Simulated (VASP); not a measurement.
# Be (P1) in VASP: a series of runs

The runs below take Be through single point, with PBE.

All numbers are computed with VASP 6.6.1; they aren't measurements. Logs are shortened: lines on timing, memory, paths and dates and some standing lists are left out, and cuts for length are marked.

### Step 1. Starting point

The typed cell holds 36 atoms: a = 7.105 Å, b = 7.105 Å, c = 7.426 Å, α = 90.00°, β = 90.00°, γ = 120.00°.

The cell was built by a generator and needn't be a form met in nature.

### Step 2. Single point, PBE

The input, INCAR:

```
PREC = Accurate ; ENCUT = 520
EDIFF = 1E-6 ; ISMEAR = -1
SIGMA = 0.3 ; LREAL = Auto
LASPH = True ; NELM = 100
ALGO = Fast ; ISIF = 2
LWAVE = False ; LCHARG = False
GGA = PE ; NBANDS = 60
```

The input, KPOINTS:

```
regular mesh
0
Gamma
  2 2 2
```

The input, POSCAR:

```
Be
1.0
    7.1047640000      0.0000000000      0.0000000000
   -3.5523820000      6.1529070000      0.0000000000
    0.0000000000      0.0000000000      7.4255190000
Be
36
Direct
    0.0056004424     -0.0814411789     -0.0785399647
    0.0305294588      0.1832304633      0.2521843928
   -0.0012457738     -0.0076711707      0.4649506654
    0.1204185315      0.2074791639      0.7358677555
   -0.0272995819      0.2826956429     -0.0181266791
   -0.0004740824      0.4862742115      0.2671463099
    0.0419657011      0.3214903134      0.5072776731
    0.0930211897      0.5683492372      0.7894801697
   -0.0196490404      0.6037633918      0.0060467154
    0.1411953895      0.8877592332      0.2164158492
   -0.0647180248      0.6401039379      0.5479347639
    0.1671874251      0.8782352797      0.6929212625
    0.3459801728      0.0013814608      0.0297622294
    0.4929742517      0.2942999138      0.2231897865
    0.3196210605      0.0122543702      0.4153649058
    0.3870742005      0.1791673432      0.7052301664
    0.3248812464      0.3090896709      0.0048616130
    0.3608317630      0.5245000453      0.3072377836
    0.3727736635      0.3057579125      0.5187650856
    0.4418370566      0.5890548971      0.7674211055
    0.3378774501      0.6809626734      0.0442662661
    0.4433618573      0.8373765441      0.2483866784
    0.2842998016      0.6872523833      0.4932719181
    0.4537443708      0.8885718572      0.6925845857
    0.6385713172     -0.0298395539     -0.0625814842
    0.7076380071      0.1643125762      0.1798258142
    0.7372071508     -0.0036080506      0.5075335475
    0.7831120113      0.2587069819      0.7259963916
    0.6837382059      0.3155906631     -0.0243484664
    0.7974023984      0.5759391455      0.2037298672
    0.6450330897      0.2225289607      0.4255594794
    0.6541863238      0.4613916641      0.7349519946
    0.6710420963      0.6891701760     -0.0076762311
    0.6885973154      0.8584722636      0.1987335835
    0.6534830711      0.6281258599      0.4003491204
    0.7469812553      0.7927147282      0.7097551026
```

Potentials or basis: VASP PAW PBE potentials, release 64 (Be).

The run is started by

```
$ cat potpaw_PBE.64/Be/POTCAR > POTCAR
$ mpirun -np 1 vasp_std > vasp.out
```

OUTCAR:

```text
PREC = Accurate
   ENCUT = 520
   EDIFF = 1E-6
   ISMEAR = -1
   LREAL = Auto
   LASPH = True
   NELM = 100
   ISIF = 2
   GGA = PE

 ion  position               nearest neighbor table
   1  0.006  0.919  0.921-  12 2.15  33 2.17  36 2.24   9 2.24   4 2.26  13 2.33
   2  0.031  0.183  0.252-   3 2.02   7 2.12   5 2.23   6 2.27  26 2.29
   3  0.999  0.992  0.465-  27 1.90   2 2.02   7 2.22  15 2.24
   4  0.120  0.207  0.736-  16 2.02   7 2.07  19 2.25   1 2.26   5 2.30  17 2.36
   5  0.973  0.283  0.982-  29 2.18  26 2.20   2 2.23   9 2.26   8 2.27  28 2.29   4 2.30  25 2.32

   6  1.000  0.486  0.267-  30 1.90   9 2.14   7 2.23   2 2.27  26 2.28
   7  0.042  0.321  0.507-   4 2.07   2 2.12   3 2.22   6 2.23  27 2.24  23 2.29  28 2.32
   8  0.093  0.568  0.789-   9 1.87  12 2.12  28 2.25   5 2.27  11 2.30
   9  0.980  0.604  0.006-   8 1.87  30 1.90  29 2.09   6 2.14   1 2.24   5 2.26  21 2.33  10 2.35
[... 6 lines left out ...]
  14  0.493  0.294  0.223-  17 2.05  31 2.06  30 2.09  26 2.17  29 2.24  15 2.26  13 2.30  18 2.34
                            19 2.37
  15  0.320  0.012  0.415-  10 1.86  31 2.03  19 2.07  22 2.22   3 2.24  14 2.26  23 2.27  12 2.30
                            16 2.39
  16  0.387  0.179  0.705-  19 1.68  12 1.92  32 1.97   4 2.02  24 2.34  15 2.39
  17  0.325  0.309  0.005-  14 2.05  13 2.27   4 2.36
  18  0.361  0.525  0.307-  35 1.95  23 2.04  22 2.04  19 2.24  21 2.29  14 2.34
  19  0.373  0.306  0.519-  16 1.68  15 2.07  18 2.24   4 2.25  35 2.33  32 2.36  14 2.37
  20  0.442  0.589  0.767-  36 1.96  32 2.13  24 2.16  33 2.19  21 2.38
  21  0.338  0.681  0.044-  22 1.81  25 2.24  13 2.25  18 2.29   9 2.33  33 2.37  20 2.38
  22  0.443  0.837  0.248-  34 1.71  21 1.81  18 2.04  23 2.13  26 2.20  15 2.22  13 2.30  10 2.36

  23  0.284  0.687  0.493-  24 1.99  18 2.04  22 2.13  15 2.27   7 2.29  11 2.37
  24  0.454  0.889  0.693-  23 1.99  12 2.00  25 2.15  20 2.16  27 2.23  16 2.34
  25  0.639  0.970  0.937-  24 2.15  33 2.16  26 2.17  34 2.19  21 2.24  13 2.30   5 2.32  29 2.33
                            28 2.37
  26  0.708  0.164  0.180-  29 1.91  31 1.97  34 2.11  14 2.17  25 2.17  22 2.20   5 2.20   6 2.28
                             2 2.29
  27  0.737  0.996  0.508-   3 1.90  31 2.11  36 2.11  24 2.23   7 2.24  28 2.37
  28  0.783  0.259  0.726-  32 2.06  29 2.09   8 2.25   5 2.29   7 2.32  27 2.37  25 2.37
  29  0.684  0.316  0.976-  26 1.91   9 2.09  28 2.09  32 2.13   5 2.18  14 2.24  25 2.33  30 2.33
                            13 2.36
  30  0.797  0.576  0.204-   6 1.90   9 1.90  35 1.92  14 2.09  33 2.15  29 2.33  10 2.34
  31  0.645  0.223  0.426-  26 1.97  15 2.03  14 2.06  27 2.11
  32  0.654  0.461  0.735-  16 1.97  28 2.06  36 2.11  20 2.13  29 2.13  11 2.23  19 2.36
  33  0.671  0.689  0.992-  34 1.91  30 2.15  25 2.16   1 2.17  20 2.19  36 2.20  21 2.37
  34  0.689  0.858  0.199-  22 1.71  33 1.91  26 2.11  35 2.14  25 2.19
  35  0.653  0.628  0.400-  30 1.92  18 1.95  34 2.14  11 2.25  19 2.33
  36  0.747  0.793  0.710-  20 1.96  27 2.11  32 2.11  33 2.20   1 2.24

  LATTYP: Found a hexagonal cell.
 ALAT       =     7.1047640000
 C/A-ratio  =     1.0451464679

  Lattice vectors:

 A1 = (   7.1047640000,   0.0000000000,   0.0000000000)
 A2 = (  -3.5523820000,   6.1529070000,   0.0000000000)
 A3 = (   0.0000000000,   0.0000000000,   7.4255190000)

Analysis of symmetry for initial positions (statically):
=====================================================================
 Subroutine PRICEL returns:
 Original cell was already a primitive cell.

 Routine SETGRP: Setting up the symmetry group for a
 hexagonal supercell.

 Subroutine GETGRP returns: Found  1 space group operations
 (whereof  1 operations were pure point group operations)
 out of a pool of 24 trial point group operations.

The static configuration has the point symmetry C_1 .

Analysis of symmetry for dynamics (positions and initial velocities):
=====================================================================
 Subroutine PRICEL returns:
 Original cell was already a primitive cell.

 Routine SETGRP: Setting up the symmetry group for a
 hexagonal supercell.

 Subroutine GETGRP returns: Found  1 space group operations
 (whereof  1 operations were pure point group operations)
 out of a pool of 24 trial point group operations.

The dynamic configuration has the point symmetry C_1 .

 Subroutine INISYM returns: Found  1 space group operations
 (whereof  1 operations are pure point group operations),
 and found     1 'primitive' translations

[... 94 lines left out ...]

Automatic generation of k-mesh.
 Grid dimensions read from file:
 generate k-points for:    2    2    2

 Generating k-lattice:

  Cartesian coordinates                     Fractional coordinates (reciprocal lattice)
     0.070375314  0.040631201  0.000000000     0.500000000 -0.000000000  0.000000000
     0.000000000  0.081262402  0.000000000     0.000000000  0.500000000  0.000000000
     0.000000000  0.000000000  0.067335361     0.000000000  0.000000000  0.500000000

  Length of vectors
     0.081262410  0.081262402  0.067335361

  Shift w.r.t. Gamma in fractional coordinates (k-lattice)
     0.000000000  0.000000000  0.000000000

 Subroutine IBZKPT returns following result:
 ===========================================

 Found      8 irreducible k-points:

 Following reciprocal coordinates:
            Coordinates               Weight
  0.000000  0.000000  0.000000      1.000000
  0.500000 -0.000000  0.000000      1.000000
  0.000000  0.500000  0.000000      1.000000
  0.500000  0.500000  0.000000      1.000000
  0.000000  0.000000  0.500000      1.000000
  0.500000 -0.000000  0.500000      1.000000
  0.000000  0.500000  0.500000      1.000000
  0.500000  0.500000  0.500000      1.000000
   k-points           NKPTS =      8   k-points in BZ     NKDIM =      8   number of bands    NBANDS=     60
   number of dos      NEDOS =    301   number of ions     NIONS =     36
   total plane-waves  NPLWV = 163296
   dimension x,y,z NGX =    54 NGY =   54 NGZ =   56
   dimension x,y,z NGXF=   108 NGYF=  108 NGZF=  112
   ions per type =              36
   NGX,Y,Z   is equivalent  to a cutoff of  12.64, 12.64, 12.54 a.u.
   NGXF,Y,Z  is equivalent  to a cutoff of  25.27, 25.27, 25.08 a.u.
 SYSTEM =  unknown system
   PREC   = accura    normal or accurate (medium, high low for compatibility)
   ISTART =      0    job   : 0-new  1-cont  2-samecut
   ICHARG =      2    charge: 1-file 2-atom 10-const
   ISPIN  =      1    spin polarized calculation?
   LNONCOLLINEAR =      F non collinear calculations
   LSORBIT =      F    spin-orbit coupling
   LASPH  =      T    aspherical Exc in radial PAW
   ENCUT  =  520.0 eV  38.22 Ry    6.18 a.u.  13.21 13.21 13.81*2*pi/ulx,y,z
   NELM   =    100;   NELMIN=  2; NELMDL= -5     # of ELM steps
   EDIFF  = 0.1E-05   stopping-criterion for ELM
   LREAL  =      T    real-space projection
   EDIFFG = 0.1E-04   stopping-criterion for IOM
   NSW    =      0    number of steps for IOM
   IBRION =     -1    ionic relax: 0-MD 1-quasi-New 2-CG
   NFREE  =      0    steps in history (QN), initial steepest desc. (CG)
   ISIF   =      2    stress and relaxation
   ISYM   =      2    0-nonsym 1-usesym 2-fastsym
   POTIM  = 0.5000    time-step for ionic-motion
   TEBEG  =    0.0;   TEEND  =   0.0 temperature during run
   PSTRESS=    0.0 pullay stress
   NELECT =      72.0000    total number of electrons
   NUPDOWN=      -1.0000    fix difference up-down
   EMIN   =  10.00;   EMAX   =-10.00  energy-range for DOS
   EFERMI =   0.00;   METHOD = LEGACY
   ISMEAR =    -1;   SIGMA  =   0.30  broadening in eV -4-tet -1-fermi 0-gaus
   EFERMI_NEDOS =   21; number of points for ismear=-14 and -15
   IALGO  =     68    algorithm
   IMIX   =      4    mixing-type and parameters
     AMIX     =   0.40;   BMIX     =  1.00
     AMIX_MAG =   1.60;   BMIX_MAG =  1.00
  volume/ion in A,a.u.               =       9.02        60.85
  Fermi-wavevector in a.u.,A,eV,Ry     =   0.990984  1.872689 13.361597  0.982050
  Thomas-Fermi vector in A             =   2.122693
   LORBIT       =      0    0 simple, 1 ext, 2 COOP (PROOUT), +10 PAW based schemes
   GGA     = PE    functional components
   LHFCALC =     F    Hartree Fock is set to
   AEXX    =    0.0000 exact exchange contribution
   IVDW    =     0    specifies the selected vdW correction
   LEPSILON=     F    determine dielectric tensor
   LRPA    =     F    only Hartree local field effects (RPA)
 non-spin polarized calculation
 RMM-DIIS sequential band-by-band and
  energy-cutoff  :      520.00
  volume of cell :      324.61
 maximum number of plane-waves:      8744
 NGX is ok and might be reduce to    54
   NGX = 27   NGY = 27   NGZ = 27

 number of electron      72.0000000 magnetization

 Free energy of the ion-electron system (eV)
  ---------------------------------------------------
  ext. energy  EPLUGINS =         0.00000000
  ---------------------------------------------------
  free energy    TOTEN  =      -119.27741477 eV

  energy without entropy =     -116.96323118  energy(sigma->0) =     -118.12032298

 E-fermi :   5.5122     XC(G=0): -10.1250

 val. band max:        5.3845665882   @ k =   0.0000   0.0000   0.5000
 cond. band min:       5.5366336288   @ k =   0.5000   0.5000   0.0000
 fundamental gap:      0.1520670405
 Fermi energy:         5.5122023833

 k-point     1 :       0.0000    0.0000    0.0000
  band No.  band energies     occupation
      1      -4.7049      2.00000
      2      -2.8237      2.00000
      3      -2.6196      2.00000
      4      -2.0723      2.00000
      5      -1.8486      2.00000
      6      -1.7253      2.00000
[... 397 lines left out ...]
     47       8.1626      0.00029
     48       8.6040      0.00007
 [bands above 48 left out]

------------------------ aborting loop because EDIFF is reached ----------------------------------------

  FORCE on cell =-STRESS in cart. coord.  units (eV):
  Direction    XX          YY          ZZ          XY          YZ          ZX
  --------------------------------------------------------------------------------------
  -------------------------------------------------------------------------------------
  Total        7.6316802     -4.3698154      4.4387692      1.3793888     -1.5899053      1.8618719
  in kB       37.6681183    -21.5683464     21.9086858      6.8083278     -7.8473858      9.1897473
  external PRESSURE =      12.6694859 kB  Pullay stress =       0.0000000 kB

 VOLUME and BASIS-vectors are now :
 -----------------------------------------------------------------------------
  energy-cutoff  :      520.00
  volume of cell :      324.61
      direct lattice vectors                 reciprocal lattice vectors
     7.104764000  0.000000000  0.000000000     0.140750629  0.081262402  0.000000000
    -3.552382000  6.152907000  0.000000000     0.000000000  0.162524803  0.000000000
     0.000000000  0.000000000  7.425519000     0.000000000  0.000000000  0.134670721

 POSITION                                       TOTAL-FORCE (eV/Angst)
 -----------------------------------------------------------------------------------
     -3.22328      5.65181      6.84232        -0.120826      1.060899      1.213366
     -0.43400      1.12740      1.87260         0.408775      0.253948     -0.770088
      3.57078      6.10571      3.45250         1.971771     -1.136122      0.655780
      0.11850      1.27660      5.46420        -0.857594     -0.272318      0.518686
      5.90656      1.73940      7.29092         0.418613      0.361629      0.220220
      5.37396      2.99200      1.98370         1.959107     -0.241457      0.442675
[... 28 lines left out ...]
      2.41150      3.86480      2.97280        -0.073444      0.547785      2.564107
      2.49110      4.87750      5.27030         1.261515      1.231360     -0.707718
 -----------------------------------------------------------------------------------
    total drift:                               -0.001982      0.002231      0.000079

  FREE ENERGIE OF THE ION-ELECTRON SYSTEM (eV)
  ---------------------------------------------------
  free  energy   TOTEN  =      -119.2774147679 eV

  energy  without entropy=     -116.9632311822  energy(sigma->0) =     -118.12032298
```

It took 2.7 min on 1 thread of Intel Xeon 6975P-C (Granite Rapids), shared host; peak memory 0.42 GiB.

Results:

| Item | Value |
| --- | --- |
| Free energy | -119.2774 eV |
| Pressure | 1.3 GPa |
| Largest force | 5.299 eV/Å |
| Band gap on the k mesh | none (metal or under the smearing width) |

Forces in eV/Å, atoms in the order of the input:
```
Be  -0.121  1.061  1.213
Be   0.409  0.254 -0.770
Be   1.972 -1.136  0.656
Be  -0.858 -0.272  0.519
Be   0.419  0.362  0.220
Be   1.959 -0.241  0.443
Be  -0.807  0.751 -0.240
Be   1.708 -0.671 -2.300
Be  -0.035  1.558  0.639
Be  -2.156 -2.384 -0.191
Be   0.027 -1.098 -1.294
Be  -1.150 -0.129 -0.082
Be   1.274  0.688 -1.874
Be  -0.693 -0.498  0.709
Be   0.721 -0.243  2.151
Be   2.898 -2.042  3.765
Be  -0.795  0.153 -0.789
Be  -0.725 -1.567 -1.699
Be  -1.849  2.699 -3.545
Be  -1.006 -1.219  0.052
Be  -0.138 -1.917 -2.475
Be  -3.857  2.225  2.873
Be  -0.981 -0.566  0.737
Be   0.609  1.210  0.665
Be   0.488  0.241  0.422
Be   0.883 -0.509  0.352
Be  -1.496  0.194 -0.864
Be   0.500 -0.783 -0.758
Be  -1.634  0.061 -0.759
Be  -0.782  0.575 -0.164
Be   0.010  1.815  2.138
Be  -0.332  1.446 -0.266
Be   0.427 -2.305 -1.671
Be   3.919  0.509  0.331
Be  -0.073  0.548  2.564
Be   1.262  1.231 -0.708
```

Caveat: the k mesh is coarse (spacing up to 0.51 Å⁻¹), so the values aren't converged; forces of over 1 eV/Å show positions far from the minimum, so gaps and moduli don't describe the material at rest.

### Step 3. Single point, PBE

This run uses another cell than the first one, of 9.05 Å³/atom, 1.003 times its volume.

The input, INCAR:

```
SYSTEM = Be
  PREC = Accurate
  ENCUT = 520
  EDIFF = 1E-7
  ISMEAR = -1
  SIGMA = 0.3
  LREAL = Auto
  LASPH = .True.
  NELM = 100
  ALGO = Fast
  ISIF = 2
  LWAVE = .False.
  LCHARG = .True.
  GGA = PE
  LELF = .True.
  LVHAR = .True.
  NBANDS = 60
```

The input, KPOINTS:

```
Automatic mesh
0
Gamma
  2 2 2
  0 0 0
```

The input, POSCAR:

```
Be
1.0
    7.1221770000      0.0000000000      0.0000000000
   -3.5610880000      6.1679860000      0.0000000000
    0.0000000000      0.0000000000      7.4123570000
Be
36
Direct
    0.0035831545      0.0396563805     -0.0102666399
    0.0982798017      0.1973739889      0.2212791424
   -0.0158275068     -0.0464819473      0.4644001901
    0.1190032184      0.1753570777      0.6994941015
   -0.0572328796      0.2892029911     -0.0514681093
    0.0721638127      0.5160679677      0.2662580877
    0.0192531358      0.3084799479      0.4982220905
    0.1440463948      0.5142035018      0.7444730468
    0.0006874306      0.6174787037      0.0344289947
    0.1181541007      0.8405336847      0.2435932322
   -0.0741732979      0.6108314772      0.5138176696
    0.0918403456      0.8902906070      0.7094099758
    0.3107732675     -0.0286479249     -0.0537885588
    0.4196179410      0.2208014091      0.2133599340
    0.3500112223     -0.0293612858      0.5363476152
    0.4332172866      0.1402240537      0.7473466267
    0.3001894639      0.3352634069     -0.0273597184
    0.3397124129      0.4976827120      0.2569493078
    0.3200414029      0.2989792778      0.4426527217
    0.4281212326      0.5815512551      0.7618089631
    0.3076581839      0.6831889696      0.0648646578
    0.4435425489      0.8891070764      0.3332543211
    0.2380782649      0.6412465917      0.5187958432
    0.4171915599      0.8557250292      0.7578830863
    0.6523247602     -0.1024483519     -0.0652289144
    0.7305467634      0.1411319675      0.1999633855
    0.6887825629      0.0294099241      0.4553882119
    0.7318462526      0.2204771541      0.6986441695
    0.6284191385      0.3273191606     -0.0243647196
    0.7943243514      0.5735097324      0.2617520986
    0.6602379565      0.3419268461      0.4714964484
    0.6389232734      0.4852799601      0.7022462626
    0.7008319749      0.6216778054     -0.0417680908
    0.7608688605      0.8483482291      0.2058724371
    0.6180039985      0.6814866311      0.5079625819
    0.8208401606      0.8670577398      0.6817669467
```

Potentials or basis: VASP PAW PBE potentials, release 64 (Be).

The run is started by

```
$ cat potpaw_PBE.64/Be/POTCAR > POTCAR
$ mpirun -np 1 vasp_std > vasp.out
```

It took 2.9 min on 1 thread of Intel Xeon 6975P-C (Granite Rapids), shared host; peak memory 0.43 GiB.

Results (log left out):

- Free energy: -120.4736 eV
- Pressure: 1.1 GPa
- Largest force: 4.748 eV/Å
- Band gap on the k mesh: none (metal or under the smearing width)

Forces on the atoms (eV/Å):
```
Be   0.308 -2.341 -1.403
Be  -0.706 -0.447  0.740
Be  -0.067  0.702 -0.979
Be  -0.397  1.280  1.004
Be   0.397  0.206  0.708
Be  -0.921 -0.390  0.236
Be  -0.941 -0.048 -0.715
Be  -2.726 -1.186  1.785
Be  -1.316 -0.275 -2.051
Be   0.083  0.881  0.152
Be   0.765  1.056  0.723
Be   2.518 -1.237  1.233
Be  -0.899 -0.245  3.697
Be   0.527 -0.420 -0.182
Be  -1.187  1.187 -1.658
Be  -1.690  2.386 -0.796
Be   0.327 -0.008 -0.253
Be   1.686  1.496  0.214
Be   0.298 -0.582  2.570
Be   2.059  0.628 -0.017
Be   0.663  0.522 -1.503
Be  -0.430 -2.315 -4.124
Be   1.768  0.953 -1.112
Be  -0.002 -0.893 -0.857
Be  -0.351  0.994  0.694
Be  -0.168  1.017 -0.740
Be   2.384  0.364  2.339
Be   1.440  0.326  0.589
Be   1.269 -1.425 -0.128
Be  -0.698 -0.793 -1.053
Be  -0.565 -2.217 -0.975
Be   1.231 -0.524  0.476
Be  -1.038  2.307  0.964
Be  -0.582  0.294  0.479
Be  -0.578 -1.096 -2.690
Be  -2.461 -0.160  2.631
```

Stress tensor (GPa, compression positive):
```
 0.27 -0.10  2.20
-0.10  0.20 -1.33
 2.20 -1.33  2.89
```

Levels at points of the mesh, in eV from the Fermi level:
```csv
k point,band 33,band 34,band 35,band 36,band 37,band 38,band 39,band 40
"(0.00, 0.00, 0.00)",-0.36,-0.11,0.00,0.09,0.24,0.31,0.46,0.64
"(0.50, 0.00, 0.00)",-0.92,-0.63,-0.41,-0.16,0.10,0.35,0.48,1.00
"(0.00, 0.50, 0.00)",-1.04,-0.62,-0.35,0.10,0.23,0.56,0.72,1.02
"(0.50, 0.50, 0.00)",-0.96,-0.74,-0.50,0.05,0.17,0.37,0.67,0.74
"(0.00, 0.00, 0.50)",-1.14,-1.06,-0.99,-0.53,-0.36,0.09,0.41,0.70
"(0.50, 0.00, 0.50)",-1.20,-0.74,-0.68,-0.57,0.29,0.66,0.80,1.24
"(0.00, 0.50, 0.50)",-1.04,-1.00,-0.80,-0.41,0.47,0.73,0.79,1.05
"(0.50, 0.50, 0.50)",-1.20,-0.99,-0.86,-0.58,0.80,0.91,1.06,1.22
```

Caveat: the k mesh is coarse (spacing up to 0.51 Å⁻¹), so the values aren't converged; forces of over 1 eV/Å show positions far from the minimum, so gaps and moduli don't describe the material at rest.

(Part 1 of 2 ends here.)
